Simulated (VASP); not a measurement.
Wanted: the native input for a VASP 6.6.1 run.

```yaml
Task: relaxation of cell and atoms
Functional: r2SCAN
Potentials_or_basis: VASP PAW PBE potentials, release 64 (B, As)
Cutoff: 600 eV
k_mesh: 10 × 10 × 10
Occupations: gaussian, width 0.03 eV
Spin: no spin polarisation
Further_INCAR_settings: ALGO = Normal; EDIFF = 1e-06; IBRION = 2; EDIFFG = -0.01; NSW = 90; ISIF = 3
```

The structure of BAs lies in POSCAR:

```
BAs
1.0
    0.0000000000      2.3885000000      2.3885000000
    2.3885000000      0.0000000000      2.3885000000
    2.3885000000      2.3885000000      0.0000000000
B As
1 1
Direct
    0.0000000000      0.0000000000      0.0000000000
    0.2500000000      0.2500000000      0.2500000000
```

One way to write it, as run:

INCAR

```
PREC     = Accurate       # precision mode
ENCUT    = 600            # plane-wave cutoff, eV
EDIFF    = 1E-6           # SCF threshold, eV
ISMEAR   = 0              # smearing method
SIGMA    = 0.03           # smearing width, eV
LREAL    = F              # projectors in reciprocal space
LASPH    = T              # aspherical terms in the spheres
NELM     = 80             # most SCF steps
ALGO     = Normal         # electronic algorithm
ISIF     = 3              # what is computed and relaxed
LWAVE    = F              # write WAVECAR
LCHARG   = F              # write CHGCAR
METAGGA  = R2SCAN         # meta-GGA
LMIXTAU  = T            
IBRION   = 2              # ionic algorithm
NSW      = 90             # ionic steps
EDIFFG   = -0.01          # ionic threshold
```

KPOINTS

```
regular mesh
0
Gamma
  10 10 10
```

Potentials or basis: VASP PAW PBE potentials, release 64 (B, As).

Launch:

```bash
$ cat potpaw_PBE.64/B/POTCAR potpaw_PBE.64/As/POTCAR > POTCAR
$ mpirun -np 1 vasp_std > vasp.out
```

Results of the run:

- Relaxed volume: 13.71 Å³/atom
- Relaxed cell: a = 3.384 Å, b = 3.384 Å, c = 3.384 Å, α = 60.00°, β = 60.00°, γ = 60.00°
- Space group after relaxing (to 0.05 Å): F-43m (No. 216)
- Energy gained by relaxing: 0.2 meV/atom
- Ionic steps: 3
- Pressure after relaxing: 0.0 GPa
- Band gap on the k mesh: 1.38 eV, indirect (least direct gap 3.44 eV)

Caveat: the PAW data sets were made with another functional, which shifts forces and pressure a little.

Run time: 73 s on 1 thread of Intel(R) Xeon(R) 6975P-C (Granite Rapids) (shared host), peak memory 0.18 GiB.
